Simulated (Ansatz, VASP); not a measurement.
## Ti3B: VASP beside Ansatz

INCAR

```
ALGO = Fast ; EDIFF = 1E-6
ENCUT = 520 ; GGA = PE
ISIF = 2 ; ISMEAR = 0
LASPH = T ; LCHARG = F
LREAL = F ; LWAVE = F
NBANDS = 28 ; NELM = 100
PREC = Accurate ; SIGMA = 0.1
```

File KPOINTS:

```
k-points
0
Gamma
  6 6 6
```

The input POSCAR:

```
Ti3B
1.0
   -1.8917714019      1.8917714019      4.0415716984
    1.8917714019     -1.8917714019      4.0415716984
    1.8917714019      1.8917714019     -4.0415716984
Ti B
3 1
Direct
    0.7500000000      0.2500000000      0.5000000000
    0.2500000000      0.7500000000      0.5000000000
    0.5000000000      0.5000000000      0.0000000000
    0.0000000000      0.0000000000      0.0000000000
```

Input for Ansatz:

```yaml
crystal:
  lattice:
    - [-1.8917714019, 1.8917714019, 4.0415716984]
    - [1.8917714019, -1.8917714019, 4.0415716984]
    - [1.8917714019, 1.8917714019, -4.0415716984]
  atoms:
    - { symbol: Ti, position: [0.75, 0.25, 0.5] }
    - { symbol: Ti, position: [0.25, 0.75, 0.5] }
    - { symbol: Ti, position: [0.5, 0.5, 0.0] }
    - { symbol: B, position: [0.0, 0.0, 0.0] }
basis:
  ecutwfc: 420
kpoints:
  mp_grid: { grid: [6, 6, 6] }
hamiltonian:
  xc: pbe
scf:
  occupations: { method: gaussian, width: 0.1 }
output:
  forces: true
  stress: true
  eigenvalues: true
```

The cell comes from a database or a generator and needn't be the stable form of this composition.

Alike in both runs: task single point; functional PBE; k mesh 6 × 6 × 6; occupations gaussian, width 0.1 eV; no spin polarisation.

```csv
,VASP,Ansatz
version,VASP 6.6.1,Ansatz 0.2.0
potentials or method,"VASP PAW PBE potentials, release 64 (Ti_sv, B)","scalar-relativistic, plane waves, PAW"
plane-wave cutoff (eV),520,420
valence electrons in the cell,39,39
```

```tsv
	VASP	Ansatz	Ansatz less VASP
gap on the k mesh at the Fermi level (eV)	none	none	-
pressure (GPa)	-7.1	-6.9	+0.21
largest component of the traceless stress (GPa)	4.04	4.05	+0.009
```

A gap of «none» marks a metal or a gap that the smearing closes. With one functional, cell and mesh, what is left measures potentials, basis and numerics.

Caveats: the k mesh is coarse (spacing up to 0.39 Å⁻¹), so the values aren't converged.
